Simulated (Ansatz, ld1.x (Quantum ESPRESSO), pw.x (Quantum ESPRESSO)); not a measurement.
# caesium (Cs): does the TM potential hold in the solid?

```
Element                 : caesium (Cs)
Generator               : ld1.x (Quantum ESPRESSO) 7.5
Type                    : norm-conserving Troullier–Martins (Kleinman–Bylander form)
Functional              : PBE
Relativity              : scalar-relativistic
Frozen core             : [Xe]
Valence charge          : 1
Reference configuration : 5d0 6s1 6p0
Partial waves           : 6s (bound): rc 4.15 bohr; 6p (bound, empty): rc 3.80 bohr; 5d (bound, empty): rc 4.20 bohr
Local potential         : all-electron potential smoothed inside 3.75 bohr (lloc = -1)
Core correction         : Bessel-smoothed model core inside 2.65 bohr
```

Atomic tests: cutoffs needed: 6 Ry and 6 Ry (the cutoffs (Ry, on a coarse ladder) from which the occupation-weighted sum of valence levels, in a spherical-Bessel basis at the reference potential, stays within 10 and 1 mRy of its value at 400 Ry); ghost test: ghost state, extra bound levels that the all-electron valence spectrum of the same l lacks: s at -1.16 eV; a true bound ghost makes a file unfit for plane-wave use (spherical-Bessel basis up to 400 Ry, 20 bohr box); largest excitation error: -7.2 meV (all-electron minus pseudo) for 5d1 6s0 6p0, out of 4 test configurations.

Crystal test: sc Cs in pw.x 7.5, no spin, 8³ k-points, Fermi–Dirac smearing 0.01 Ry, cutoffs 50/200 Ry. The lattice is a test structure that the element need not adopt, and mesh and smearing are coarse.

pw.x input:

```
&control
  calculation='scf', prefix='x', pseudo_dir='./', outdir='./tmp', tstress=.true., disk_io='none'
/
&system
  ibrav=0, nat=1, ntyp=1, ecutwfc=50, ecutrho=200, nbnd=7,
  occupations='smearing', smearing='fd', degauss=0.01
/
&electrons
  conv_thr=1e-09, mixing_beta=0.4, electron_maxstep=70
/
ATOMIC_SPECIES
Cs 1.0 Cs.UPF
CELL_PARAMETERS angstrom
  5.03402132 0.00000000 0.00000000
  0.00000000 5.03402132 0.00000000
  0.00000000 0.00000000 5.03402132
ATOMIC_POSITIONS crystal
Cs 0.0000 0.0000 0.0000
K_POINTS automatic
8 8 8 0 0 0
```

```bash
pw.x < Cs.scf.in > Cs.scf.out
```

Question: How does the run end?

Answer: It converges; the pressure is -0.06 GPa against -0.00 GPa from all-electron LAPW. This is a poor potential for the solid. Note: ghost state, extra bound levels that the all-electron valence spectrum of the same l lacks: s at -1.16 eV. A true bound ghost makes a file unfit for plane-wave use. The logarithmic derivative shows an extra or strongly shifted pseudo pole above the reference energy (s near -0.10 Ry). The log shows:

```
     Exchange-correlation= PBE
     number of k points=    35  Fermi-Dirac smearing, width (Ry)=  0.0100
     iteration #  1     ecut=    50.00 Ry     beta= 0.40
     total energy              =     -10.74189518 Ry
     estimated scf accuracy    <       0.00088610 Ry
     iteration #  2     ecut=    50.00 Ry     beta= 0.40
     total energy              =     -10.74190539 Ry
     estimated scf accuracy    <       0.00032117 Ry
     iteration #  3     ecut=    50.00 Ry     beta= 0.40
     total energy              =     -10.74191435 Ry
     estimated scf accuracy    <       0.00000013 Ry
     iteration #  4     ecut=    50.00 Ry     beta= 0.40
     c_bands:  1 eigenvalues not converged
     c_bands:  1 eigenvalues not converged
     total energy              =     -10.74192239 Ry
     estimated scf accuracy    <       0.00000009 Ry
     iteration #  5     ecut=    50.00 Ry     beta= 0.40
     total energy              =     -10.74192229 Ry
     estimated scf accuracy    <       0.00000018 Ry
     iteration #  6     ecut=    50.00 Ry     beta= 0.40
     total energy              =     -10.74192229 Ry
     estimated scf accuracy    <       0.00000002 Ry
     iteration #  7     ecut=    50.00 Ry     beta= 0.40
     total energy              =     -10.74192229 Ry
     estimated scf accuracy    <          1.2E-09 Ry
     iteration #  8     ecut=    50.00 Ry     beta= 0.40
     the Fermi energy is    -0.6206 ev
!    total energy              =     -10.74192230 Ry
     estimated scf accuracy    <          2.0E-11 Ry
     smearing contrib. (-TS)   =      -0.00524629 Ry
     The total energy is F=E-TS. E is the sum of the following terms:
     one-electron contribution =       0.23852777 Ry
     hartree contribution      =       0.00122160 Ry
     xc contribution           =     -10.67816816 Ry
     ewald contribution        =      -0.29825722 Ry
     convergence has been achieved in   8 iterations
          total   stress  (Ry/bohr**3)                   (kbar)     P=       -0.59
     Message from routine punch:
     Nothing written, as per user request (disk_io='none')
```
